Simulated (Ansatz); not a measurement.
# Calculated records

```xyz
3
Lattice="-3.002 1.733 0.000 0.000 -3.467 0.000 0.000 0.000 31.232" Properties=species:S:1:pos:R:3 subject="A low-energy model for Te2Mo (1H sheet): bands, U and J" method="DFT, LDA, plane waves, PAW (and 1 further level or step)" program="Ansatz 0.2.0" settings_of_one_run="cutoff 420 eV, 12×12×1 k-mesh, smearing width 0.08 eV, default PAW, coordination {"Mo": "prismatic"}, magnetic state non-magnetic by constraint" cost="2 runs, 6.3 min in all on 8 threads of Arm Neoverse V2, shared host (the runs of this entry)" notes="The program’s warnings: xc potential rough in thin density. The structure was relaxed with LDA. Limits: no spin-orbit coupling." mo_d_anion_p="U 5.76 eV, U′ 5.07 eV, J 0.36 eV, bare V 12.9 eV" method="constrained RPA on non-magnetic LDA, 6×6×1 mesh, static; search for lower states off"
Mo    0.000    0.000    9.672
Te   -1.001   -1.733   11.467
Te   -1.001   -1.733    7.877
```

[Paths, hosts, dates, memory and timing lines, banners, echoed tables and standing remarks are left out of the program output.]

[Logs are printed without paths, hosts, clocks, repeated set-up lines and the standing remarks that a program may print on its own settings, such as how far it seeks lower states.]

[Runs of the session that timed out or met a known fault of the program may be left out.]

[Hosts, paths, dates, database ids (printed as entryN), source tags and the programs' standing remarks are cut or masked in the printed files.]
